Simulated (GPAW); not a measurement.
# As K-edge XANES of zinc-blende (GaAs)₁₋ₓ(AlAs)ₓ at x = 0, part 2 of 2

What does the As K edge look like in zinc-blende (GaAs)₁₋ₓ(AlAs)ₓ at x = 0?

GPAW 26.7.0; X-ray absorption from dipole matrix elements to empty bands, plane-wave PAW PBE.

So far. Step 2 (Ground state of the crystal): The mesh shows a gap of 0.59 eV. The excited electron is kept all the same, so that all members of the series, with or without a gap, are treated alike.

### 4. Spectrum with XCH, As atom 2

The holes are 8.0 Å apart. In GPAW the data set carries the hole's charge, so charge=0 means a charged cell and charge=-1 a neutral one. The excited electron is kept in the cell, where it fills the lowest empty states and screens the hole. After the field has converged, empty bands are computed with the density fixed and the dipole matrix elements are summed.

The absorber has 4 Ga at 2.45 Å (tetrahedral).

xas.py reads:

```python
import numpy as np
from ase import Atoms
from ase.parallel import parprint, paropen
from gpaw import GPAW, PW, FermiDirac, Mixer, MixerDif, setup_paths
from gpaw.test import gen
setup_paths.insert(0, '.')
gen('As', name='fch1s', xcname='PBE', corehole=(1, 0, 1), write_xml=True)
from gpaw.mpi import world
world.barrier()

atoms = Atoms('GaAsGaAsGaAsGaAsGaAsGaAsGaAsGaAs',
    cell=[[0, 5.653, 5.653],
     [5.653, 0, 5.653],
     [5.653, 5.653, 0]],
    scaled_positions=[[0, 0, 0],
     [0.125, 0.125, 0.125],
     [0, 0, 0.5],
     [0.125, 0.125, 0.625],
     [0, 0.5, 0],
     [0.125, 0.625, 0.125],
     [0, 0.5, 0.5],
     [0.125, 0.625, 0.625],
     [0.5, 0, 0],
     [0.625, 0.125, 0.125],
     [0.5, 0, 0.5],
     [0.625, 0.125, 0.625],
     [0.5, 0.5, 0],
     [0.625, 0.625, 0.125],
     [0.5, 0.5, 0.5],
     [0.625, 0.625, 0.625]],
    pbc=True)
atoms.calc = calc = GPAW(legacy_gpaw=True, mode=PW(400, force_complex_dtype=True), xc='PBE', setups={1: 'fch1s'},
    kpts={'size': (3, 3, 3), 'gamma': True}, occupations=FermiDirac(0.04),
    charge=-1, mixer=Mixer(0.1, 5, 50), maxiter=150,
    convergence={'density': 0.0001, 'eigenstates': 1e-6}, txt='scf.txt')
energy = atoms.get_potential_energy() + calc.get_reference_energy()
ef = calc.get_fermi_level()
out = dict(energy=energy, fermi=ef, forces=atoms.get_forces().tolist())
parprint(f'all-electron energy {energy:.4f} eV, Fermi level {ef:.4f} eV')
ev = np.array([[calc.get_eigenvalues(k, s) for k in range(len(calc.get_ibz_k_points()))] for s in range(calc.get_number_of_spins())])
out['homo'], out['lumo'], out['counts'] = ev[ev < ef].max(), ev[ev > ef].min(), sorted(set((ev < ef).sum((0, 2)).tolist()))
out['filled'] = (ev[:, 0] < ef).sum(1).tolist()

from ase.units import Ha
from gpaw.xas import dipole_matrix_elements
nb = int(calc.get_number_of_electrons() / 2) + 185
top, nb = nb, nb + 8 + nb // 12
nscf = calc.fixed_density(kpts={'size': (4, 4, 4), 'gamma': True}, nbands=nb,
    convergence={'bands': top, 'eigenstates': 5e-3}, maxiter=60, txt='nscf.txt')
cell = atoms.cell.array
ops = [cell.T @ U.T @ np.linalg.inv(cell.T) for U in nscf.wfs.kd.symmetry.op_scc]
filled = [32]  # bands filled in the ground state, by spin
E = np.arange(-6, 30, 0.1)
fwhm = np.interp(E, [4, 25], [2.14, 3.5])
Y, X, zero, highest = 0, 0, 1e9, 1e9
for spin in range(nscf.get_number_of_spins()):
    wfs = nscf.wfs
    mine = wfs.bd.get_slice()  # this rank's bands
    A = dipole_matrix_elements(wfs.setups[1])
    eps = np.zeros((wfs.kd.nibzkpts, nb))
    d = np.zeros((3, A.shape[1], wfs.kd.nibzkpts, nb), complex)
    for kpt in wfs.kpt_u:
        if kpt.s == spin and 1 in kpt.P_ani:
            eps[kpt.k, mine] = kpt.eps_n * Ha
            d[:, :, kpt.k, mine] = (kpt.weight * wfs.nspins / 2) ** 0.5 * np.inner(A, kpt.P_ani[1])
    world.sum(eps)
    world.sum(d)
    T = np.einsum('amkn,bmkn->abkn', d, d.conj()).real
    T = sum(np.einsum('ai,ijkn,bj->abkn', R, T, R) for R in ops) / len(ops)
    empty = np.ones_like(eps, bool) & (np.arange(nb) >= filled[spin])
    zero, highest = min(zero, eps[empty].min()), min(highest, eps[:, top - 1].min())
    lines = [(eps, T, empty)] if spin == 0 else lines + [(eps, T, empty)]
for eps, T, empty in lines:
    f = np.einsum('aakn->akn', T).reshape(3, -1)
    x = eps.ravel() - zero
    w = np.interp(x, E, fwhm) / 2.35482
    g = np.exp(-0.5 * ((E[:, None] - x) / w) ** 2) / (w * (2 * np.pi) ** 0.5)
    Y = Y + (f * empty.ravel()) @ g.T
    X = X + (f * ~empty.ravel()) @ g.T
out.update(E=E.round(2).tolist(), xas=Y.tolist(), xes=X.tolist(), zero=zero, valid=highest - zero, nk=len(eps), nb=nb)
for i in range(0, len(E), 10):
    parprint(f'{E[i]:7.2f}', *(f'{v:10.3e}' for v in Y[:, i]))
import json
with paropen('out.json', 'w') as f:
    json.dump(out, f)
```

On the command line:

```console
> OMP_NUM_THREADS=1 mpirun -n 4 gpaw python xas.py
```

Numbers of over 12 decimals in the logs are rounded to 6 here.

Log:

```text
Input parameters:
  charge: -1
  convergence: {density: 0.0001,
                eigenstates: 1e-06}
  kpts: {gamma: True,
         size: (3, 3, 3)}
  maxiter: 150
  mixer: {backend: pulay,
          beta: 0.1,
          method: separate,
          nmaxold: 5,
          weight: 50}
  mode: {ecut: 400.0,
         force_complex_dtype: True,
         name: pw}
  occupations: {fixmagmom: False,
                name: fermi-dirac,
                width: 0.04}
  setups: {1: fch1s}
  xc: PBE

Initialize ...

[... PAW data sets ...]

Reference energy: -903189.556750  # eV

Spin-paired calculation

[... convergence settings ...]
Symmetries present (total): 6
  [... symmetry matrices ...]

27 k-points: 3 x 3 x 3 Monkhorst-Pack grid
6 k-points in the irreducible part of the Brillouin zone
       k-points in crystal coordinates                weights
   0:     0.00000000    0.00000000    0.00000000          1/27
   1:     0.33333333    0.00000000   -0.33333333          6/27
   2:     0.33333333    0.00000000    0.00000000          6/27
   3:     0.33333333    0.33333333   -0.33333333          6/27
   4:     0.33333333    0.33333333    0.00000000          6/27
   5:     0.33333333    0.33333333    0.33333333          2/27

Wave functions: Plane wave expansion
  Cutoff energy: 400.000 eV
  Number of coefficients (min, max): 6534, 6605
  Pulay-stress correction: 0.000000 eV/Ang^3 (de/decut=0.000000)
  Using FFTW library
  Wavefunction extrapolation:
    Improved wavefunction reuse through dual PAW basis

Occupation numbers: Fermi-Dirac:
  width: 0.0400  # eV

Eigensolver
   Davidson(niter=2)

Densities:
  Coarse grid: 40*40*40 grid
  Fine grid: 80*80*80 grid
  Total Charge: 0.000000

Density mixing:
  Method: separate
  Backend: pulay
  Linear mixing parameter: 0.1
  old densities: 5
  Width of damping distribution: 1.1
  Damping of long wavelength oscillations: 50

[... Hamiltonian set-up ...]
Number of atoms: 16
Number of atomic orbitals: 64
Number of bands in calculation: 43
Number of valence electrons: 65
Bands to converge: occupied

... initialized

Initializing position-dependent things.

Density initialized from atomic densities
Creating initial wave functions:
  43 bands from LCAO basis set

                             As

                    As   Ga
                      As
                Ga
             As            As
                  Ga
                  As
         Ga            Ga
                    As
              Ga
           As   Ga

       Ga

Atomic positions and initial magnetic moments

Positions:
   0 Ga     0.000000    0.000000    0.000000    ( 0.0000,  0.0000,  0.0000)
   1 As     1.413250    1.413250    1.413250    ( 0.0000,  0.0000,  0.0000)
   2 Ga     2.826500    2.826500    0.000000    ( 0.0000,  0.0000,  0.0000)
   3 As     4.239750    4.239750    1.413250    ( 0.0000,  0.0000,  0.0000)
   4 Ga     2.826500    0.000000    2.826500    ( 0.0000,  0.0000,  0.0000)
   5 As     4.239750    1.413250    4.239750    ( 0.0000,  0.0000,  0.0000)
   6 Ga     5.653000    2.826500    2.826500    ( 0.0000,  0.0000,  0.0000)
[...]
13 As     4.239750    4.239750    7.066250    ( 0.0000,  0.0000,  0.0000)
  14 Ga     5.653000    5.653000    5.653000    ( 0.0000,  0.0000,  0.0000)
  15 As     7.066250    7.066250    7.066250    ( 0.0000,  0.0000,  0.0000)

Unit cell:
           periodic     x           y           z      points  spacing
  1. axis:    yes    0.000000    5.653000    5.653000    40     0.1632
  2. axis:    yes    5.653000    0.000000    5.653000    40     0.1632
  3. axis:    yes    5.653000    5.653000    0.000000    40     0.1632

  Lengths:   7.994549   7.994549   7.994549
  Angles:   60.000000  60.000000  60.000000

Effective grid spacing dv^(1/3) = 0.1781

iter:   1   -77.873908
iter:   2   -76.499295   -2.16  -0.85
iter:   3   -75.005327   -1.44  -0.90
iter:   4   -75.017105   -2.30  -1.17
iter:   5   -74.960915   -2.64  -1.31
iter:   6   -75.001411   -2.51  -1.85
iter:   7   -74.933320   -2.87  -2.02
iter:   8   -74.933034   -4.42  -2.63
iter:   9   -74.932251c  -4.94  -2.71
iter:  10   -74.932150c  -5.08  -3.03
iter:  11   -74.932085c  -6.08c -3.19
iter:  12   -74.932108c  -6.11c -3.40
iter:  13   -74.932087c  -6.47c -3.63
iter:  14   -74.932086c  -8.15c -3.95
iter:  15   -74.932087c  -7.91c -4.04c

Converged after 15 iterations.

Dipole moment: (-28.061415, -28.061415, -28.061415) |e|*Ang

Energy contributions relative to reference atoms: (reference = -903189.556750)

Kinetic:       +245.924235
Potential:     -221.554787
External:        +0.000000
XC:             -99.401889
Entropy (-ST):   -0.005908
Local:           +0.103308
SIC:             +0.000000
--------------------------
Free energy:    -74.935041
Extrapolated:   -74.932087

Showing only first 2 kpts
 Kpt  Band  Eigenvalues  Occupancy
  0    30      4.85749    2.00000
  0    31      4.85749    2.00000
  0    32      5.02245    2.00000
  0    33      5.85735    1.99986

  1    30      3.43024    2.00000
  1    31      4.34317    2.00000
  1    32      6.77368    0.00000
[...]
Fermi level: 6.24054

No gap
No difference between direct/indirect transitions

Forces in eV/Ang:
  0 Ga   -0.50086   -0.50086   -0.50086
  1 As    0.00000    0.00000    0.00000
  2 Ga    0.50086    0.50086   -0.50086
  3 As    0.00000    0.00000    0.13567
  4 Ga    0.50086   -0.50086    0.50086
  5 As    0.00000    0.13567    0.00000
  6 Ga    0.03418   -0.03418   -0.03418
[...]
13 As    0.00000    0.00000   -0.13567
 14 Ga    0.03418    0.03418    0.03418
 15 As    0.00000    0.00000    0.00000
Scalar-relativistic atomic PBE calculation for As (Arsenic, Z=33)
Core hole in 1s state (1s occupation: 1.0)
600 radial gridpoints.
|------------------------------------------------|
|------------------------------------------------|
[... the atom generator's iteration count ...]

Energy contributions:
-------------------------
Kinetic:    +1851.248669
XC:           -73.531634
Potential:  -3600.166259
-------------------------
Total:      -1822.449223

state      eigenvalue         ekin         rmax
-----------------------------------------------
1s^1.0 :  -445.263957   560.000236        0.030
2s^2.0 :   -58.288052   111.893877        0.167
2p^6.0 :   -52.217924   110.227557        0.132
3s^2.0 :    -8.061247    26.339154        0.508
3p^6.0 :    -5.996830    24.149555        0.501
3d^10.0:    -2.360744    19.310469        0.452
4s^2.0 :    -0.971867     3.776914        1.511
4p^3.0 :    -0.567835     2.620394        1.753
-----------------------------------------------
(units: Bohr and Hartree)

Generating PAW setup
Kinetic energy of the core from tauc = 1855.494658
Cutoffs:
rc(s)=2.000
rc(p)=2.000
rc(d)=2.000
rc(vbar)=1.800
rc(comp)=2.000
rc(nct)=2.000

Kinetic energy of the core states: 1835.833659
Charge: 1.0
Core electrons: 27.0
Valence electrons: 5.0
Pseudo-core charge: 0.751850
Shape function alpha=2.500
Pseudo-electron charge 6.366203
state    eigenvalue         norm
--------------------------------
4s(2) :    -0.971867     1.258173
*s    :     0.028133
4p(3) :    -0.567835     1.032669
*p    :     0.432165
*d    :     0.000000
--------------------------------

Diagonalizing with gridspacing h=0.050

state   all-electron     PAW
-------------------------------
4s:      -0.971867    -0.972276
4p:      -0.567835    -0.568225
*d:                   -0.128592
*f:                   -0.019690
-------------------------------
all-electron energy -903264.4888 eV, Fermi level 6.2405 eV
[...]
27.00  1.027e-07  1.027e-07  1.027e-07
  28.00  7.988e-08  7.988e-08  7.988e-08
  29.00  6.066e-08  6.066e-08  6.066e-08
```

Run time: 3.5 min. Hardware: 4 MPI ranks of Intel Xeon at 2.50GHz (Skylake/Cascade Lake), shared host; peak memory 0.49 GiB; 14 min of CPU time.

The As K spectrum, As atom 2, excited-electron core hole (neutral cell) (energy from the bottom of the conduction band, which holds the excited electron; intensity scaled to a mean of 1 over the first 20 eV):

```csv
E (eV),intensity
-2.0,0.00
-1.5,0.01
-1.0,0.02
-0.5,0.07
0.0,0.20
0.5,0.42
1.0,0.72
1.5,1.01
2.0,1.18
2.5,1.22
3.0,1.23
3.5,1.31
4.0,1.43
4.5,1.51
5.0,1.46
5.5,1.34
6.0,1.24
6.5,1.23
7.0,1.27
7.5,1.29
8.0,1.26
8.5,1.21
9.0,1.15
9.5,1.08
10.0,0.99
10.5,0.90
11.0,0.83
11.5,0.80
12.0,0.80
12.5,0.82
13.0,0.84
13.5,0.84
14.0,0.83
14.5,0.80
15.0,0.77
15.5,0.74
16.0,0.73
16.5,0.75
17.0,0.79
17.5,0.85
18.0,0.90
18.5,0.91
19.0,0.91
19.5,0.89
20.0,0.87
20.5,0.88
21.0,0.89
21.5,0.90
22.0,0.90
22.5,0.89
23.0,0.88
23.5,0.90
24.0,0.93
24.5,0.99
25.0,1.04
25.5,1.07
26.0,1.07
26.5,1.01
27.0,0.93
27.5,0.83
```

Main maxima below 27 eV (height): 4.6 eV (1.51), 7.4 eV (1.29), 13.4 eV (0.84), 18.6 eV (0.91) and 25.6 eV (1.07). A K edge sees empty p states on the absorber.

The energy difference (zero at 11902 eV) isn't read as a photon energy: for so heavy an absorber the terms left out (the hole's spin, the functional's error) amount to tens of eV or more.

### 5. Cell without a hole, the energy reference

The absorbing element, whose data set is made anew, changes for the next run, so it gets a reference energy of its own.

scf.py reads:

```python
import numpy as np
from ase import Atoms
from ase.parallel import parprint, paropen
from gpaw import GPAW, PW, FermiDirac, Mixer, MixerDif, setup_paths
from gpaw.test import gen
setup_paths.insert(0, '.')
gen('Ga', name='nch1s', xcname='PBE', corehole=(1, 0, 0), write_xml=True)
from gpaw.mpi import world
world.barrier()

atoms = Atoms('GaAsGaAsGaAsGaAsGaAsGaAsGaAsGaAs',
    cell=[[0, 5.653, 5.653],
     [5.653, 0, 5.653],
     [5.653, 5.653, 0]],
    scaled_positions=[[0, 0, 0],
     [0.125, 0.125, 0.125],
     [0, 0, 0.5],
     [0.125, 0.125, 0.625],
     [0, 0.5, 0],
     [0.125, 0.625, 0.125],
     [0, 0.5, 0.5],
     [0.125, 0.625, 0.625],
     [0.5, 0, 0],
     [0.625, 0.125, 0.125],
     [0.5, 0, 0.5],
     [0.625, 0.125, 0.625],
     [0.5, 0.5, 0],
     [0.625, 0.625, 0.125],
     [0.5, 0.5, 0.5],
     [0.625, 0.625, 0.625]],
    pbc=True)
atoms.calc = calc = GPAW(legacy_gpaw=True, mode=PW(400, force_complex_dtype=True), xc='PBE', setups={0: 'nch1s'},
    kpts={'size': (3, 3, 3), 'gamma': True}, occupations=FermiDirac(0.02),
    charge=0, mixer=Mixer(0.1, 5, 50), maxiter=150,
    convergence={'density': 0.0001, 'eigenstates': 1e-6}, txt='scf.txt')
energy = atoms.get_potential_energy() + calc.get_reference_energy()
ef = calc.get_fermi_level()
out = dict(energy=energy, fermi=ef, forces=atoms.get_forces().tolist())
parprint(f'all-electron energy {energy:.4f} eV, Fermi level {ef:.4f} eV')
ev = np.array([[calc.get_eigenvalues(k, s) for k in range(len(calc.get_ibz_k_points()))] for s in range(calc.get_number_of_spins())])
out['homo'], out['lumo'], out['counts'] = ev[ev < ef].max(), ev[ev > ef].min(), sorted(set((ev < ef).sum((0, 2)).tolist()))
out['filled'] = (ev[:, 0] < ef).sum(1).tolist()
import json
with paropen('out.json', 'w') as f:
    json.dump(out, f)
```

On the command line:

```console
> OMP_NUM_THREADS=1 mpirun -n 4 gpaw python scf.py
```

Log:

```text
Input parameters:
  convergence: {density: 0.0001,
                eigenstates: 1e-06}
  kpts: {gamma: True,
         size: (3, 3, 3)}
  maxiter: 150
  mixer: {backend: pulay,
          beta: 0.1,
          method: separate,
          nmaxold: 5,
          weight: 50}
  mode: {ecut: 400.0,
         force_complex_dtype: True,
         name: pw}
  occupations: {fixmagmom: False,
                name: fermi-dirac,
[...]
4s(2) :    -0.328732     1.135119
*s    :     0.671268
4p(1) :    -0.094810     1.011555
*p    :     0.905190
*d    :     0.000000
--------------------------------

Diagonalizing with gridspacing h=0.050

state   all-electron     PAW
-------------------------------
4s:      -0.328732    -0.328886
4p:      -0.094810    -0.094897
*d:                    0.028969
*f:                    0.063419
-------------------------------
all-electron energy -915166.8223 eV, Fermi level 5.2374 eV
[key lines of the parts left out:]
Converged after 15 iterations.
Dipole moment: (-27.335626, -27.335626, -27.335626) |e|*Ang
Free energy:    -65.660571
Fermi level: 5.23738
```

It took 40 s on 4 MPI ranks; peak memory 0.31 GiB.

Reference energy: -915166.822 eV with the cores included.

### 6. Spectrum with XCH, Ga atom 1

The holes are 8.0 Å apart. The excited electron is kept in the cell, where it fills the lowest empty states and screens the hole. After the field has converged, empty bands are computed with the density fixed and the dipole matrix elements are summed.

The absorber has 4 As at 2.45 Å (tetrahedral).

xas.py: that of step 4 with these lines changed.

```diff
@@ -6,3 +6,3 @@
 setup_paths.insert(0, '.')
-gen('As', name='fch1s', xcname='PBE', corehole=(1, 0, 1), write_xml=True)
+gen('Ga', name='fch1s', xcname='PBE', corehole=(1, 0, 1), write_xml=True)
 from gpaw.mpi import world
@@ -31,3 +31,3 @@
     pbc=True)
-atoms.calc = calc = GPAW(legacy_gpaw=True, mode=PW(400, force_complex_dtype=True), xc='PBE', setups={1: 'fch1s'},
+atoms.calc = calc = GPAW(legacy_gpaw=True, mode=PW(400, force_complex_dtype=True), xc='PBE', setups={0: 'fch1s'},
     kpts={'size': (3, 3, 3), 'gamma': True}, occupations=FermiDirac(0.04),
@@ -53,3 +53,3 @@
 E = np.arange(-6, 30, 0.1)
-fwhm = np.interp(E, [4, 25], [2.14, 3.5])
+fwhm = np.interp(E, [4, 25], [1.82, 3.5])
 Y, X, zero, highest = 0, 0, 1e9, 1e9
@@ -58,3 +58,3 @@
     mine = wfs.bd.get_slice()  # this rank's bands
-    A = dipole_matrix_elements(wfs.setups[1])
+    A = dipole_matrix_elements(wfs.setups[0])
     eps = np.zeros((wfs.kd.nibzkpts, nb))
@@ -62,5 +62,5 @@
     for kpt in wfs.kpt_u:
-        if kpt.s == spin and 1 in kpt.P_ani:
+        if kpt.s == spin and 0 in kpt.P_ani:
             eps[kpt.k, mine] = kpt.eps_n * Ha
-            d[:, :, kpt.k, mine] = (kpt.weight * wfs.nspins / 2) ** 0.5 * np.inner(A, kpt.P_ani[1])
+            d[:, :, kpt.k, mine] = (kpt.weight * wfs.nspins / 2) ** 0.5 * np.inner(A, kpt.P_ani[0])
     world.sum(eps)
```

On the command line:

```console
> OMP_NUM_THREADS=1 mpirun -n 4 gpaw python xas.py
```

Log:

```text
Input parameters:
  charge: -1
  convergence: {density: 0.0001,
                eigenstates: 1e-06}
  kpts: {gamma: True,
         size: (3, 3, 3)}
  maxiter: 150
  mixer: {backend: pulay,
          beta: 0.1,
          method: separate,
          nmaxold: 5,
          weight: 50}
  mode: {ecut: 400.0,
         force_complex_dtype: True,
         name: pw}
  occupations: {fixmagmom: False,
[...]
*p    :     0.585016
*d    :     0.000000
--------------------------------

Diagonalizing with gridspacing h=0.050

state   all-electron     PAW
-------------------------------
4s:      -0.719303    -0.719529
4p:      -0.414984    -0.415179
*d:                   -0.111571
*f:                   -0.022852
-------------------------------
all-electron energy -904765.3935 eV, Fermi level 6.1326 eV
[...]
28.00  1.209e-07  1.209e-07  1.209e-07
  29.00  1.246e-07  1.246e-07  1.246e-07
[key lines of the parts left out:]
Converged after 18 iterations.
Dipole moment: (-27.551014, -27.551014, -27.551014) |e|*Ang
Free energy:    -73.669064
Fermi level: 6.13263
```

It took 2.4 min on 4 MPI ranks; peak memory 0.48 GiB; 9.6 min of CPU time.

The Ga K spectrum, Ga atom 1, excited-electron core hole (neutral cell) (energy from the bottom of the conduction band, which holds the excited electron; intensity scaled to a mean of 1 over the first 20 eV):

```
E (eV)  intensity
  -2.0       0.00
  -1.5       0.00
  -1.0       0.01
  -0.5       0.03
   0.0       0.09
   0.5       0.23
   1.0       0.45
   1.5       0.71
   2.0       0.97
   2.5       1.20
   3.0       1.40
   3.5       1.62
   4.0       1.81
   4.5       1.84
   5.0       1.67
   5.5       1.41
   6.0       1.19
   6.5       1.06
   7.0       1.02
   7.5       1.01
   8.0       0.97
   8.5       0.92
   9.0       0.88
   9.5       0.89
  10.0       0.94
  10.5       1.03
  11.0       1.12
  11.5       1.21
  12.0       1.25
  12.5       1.23
  13.0       1.15
  13.5       1.04
  14.0       0.93
  14.5       0.83
  15.0       0.75
  15.5       0.69
  16.0       0.66
  16.5       0.66
  17.0       0.69
  17.5       0.74
  18.0       0.78
  18.5       0.81
  19.0       0.80
  19.5       0.78
  20.0       0.76
  20.5       0.75
  21.0       0.74
  21.5       0.75
  22.0       0.75
  22.5       0.74
  23.0       0.73
  23.5       0.72
  24.0       0.71
  24.5       0.71
  25.0       0.71
  25.5       0.72
  26.0       0.74
  26.5       0.75
  27.0       0.77
  27.5       0.79
```

Main maxima below 27 eV (height): 4.4 eV (1.86), 12.2 eV (1.25) and 18.6 eV (0.81). 

The energy difference (zero at 10401 eV) isn't read as a photon energy: for so heavy an absorber the terms left out (the hole's spin, the functional's error) amount to tens of eV or more.

### 7. Outcome

| Quantity | Value |
| --- | --- |
| absorber and edge | As K, atom 2 of the ground-state input (counted from 1) |
| surroundings | 4 Ga at 2.45 Å (tetrahedral) |
| highest intensity below 24 eV | 4.6 eV above the zero, height 1.51 |

In words: The As K edge of atom 2, with 4 Ga at 2.45 Å (tetrahedral), has its highest intensity of the first 24 eV at 4.6 eV above the zero, 1.5 times the mean level of the first 20 eV (Gaussian full width 2.14 eV up to 4 eV, rising linearly to 3.5 eV at 25 eV). The script folds with a Gaussian, whereas the core hole's own line is a Lorentzian, so the onset is too steep and the first peak too high.

[Banner, clock and machine lines of the logs are left out without a mark of their own.]

[Logs are printed without paths, hosts, clocks, repeated set-up lines and the standing remarks that a program may print on its own settings, such as how far it seeks lower states.]

[Hosts, paths, dates, database ids (printed as entryN), source tags and the programs' standing remarks are cut or masked in the printed files.]

[Lists of maxima count a maximum above −3 eV only where it reaches 4 % of the highest in the window and stands out from its surroundings by 2 % of it (1.5 % where it reaches 55 %); shoulders and weaker maxima are passed over, and of the rest the first, up to two pre-edge ones and the few strongest are named.]
